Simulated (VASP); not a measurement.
EuO under changes of volume

One of the cells (17.354 Å³/atom); the others are scaled copies at fixed shape and fractional positions:

```xyz
2
Lattice="0.0000 2.5890 2.5890 2.5890 0.0000 2.5890 2.5890 2.5890 0.0000" Properties=species:S:1:pos:R:3 pbc="T T T"
Eu    0.0000    0.0000    0.0000
O     2.5890    2.5890    2.5890
```

- Program: VASP 6.6.1
- Functional: PBE
- Potentials or basis: VASP PAW PBE potentials, release 64 (Eu, O)
- Cutoff: 520 eV
- k mesh: 9 × 9 × 9
- Occupations: fermi-dirac, width 0.05 eV
- Spin: collinear spin, ferromagnetic start
- Starting moments: [7.0, 0.0] μB

```csv
volume (Å³/atom),energy over the lowest point (meV/atom),pressure (GPa),moment (μB per cell)
15.992,0.66,1.1,6.94
16.333,0.00,-1.0,6.95
16.673,3.47,-2.8,6.97
17.354,21.25,-5.9,6.98
17.694,34.79,-7.2,6.98
18.034,?,?,?
```

Task: What does the run at 18.034 Å³/atom give?

Result: Energy over the lowest point 50.94 meV/atom; pressure -8.3 GPa; moment 6.99 μB per cell.

Worked out: A Birch-Murnaghan fit of order 3 (a polynomial in V^(-2/3)) to the other rows has its minimum at 16.21 Å³/atom with B0 = V·E''(V) = 97 GPa and B' = 4.2. It gives 51.03 meV/atom at 18.034 Å³/atom, against the run's 50.94, and -dE/dV = -8.2 GPa, against -8.3. A parabola through the other rows of the moment, of slope -0.0162 μB per Å³/atom there, extrapolates to 6.98 μB, against the run's 6.99.

Energies are extrapolated to zero smearing.

Caveats: a cell with one magnetic atom can't hold antiferromagnetic order, which such compounds often take; without U or exact exchange the open f shell lies at the Fermi level, which spoils levels, moments and volumes.
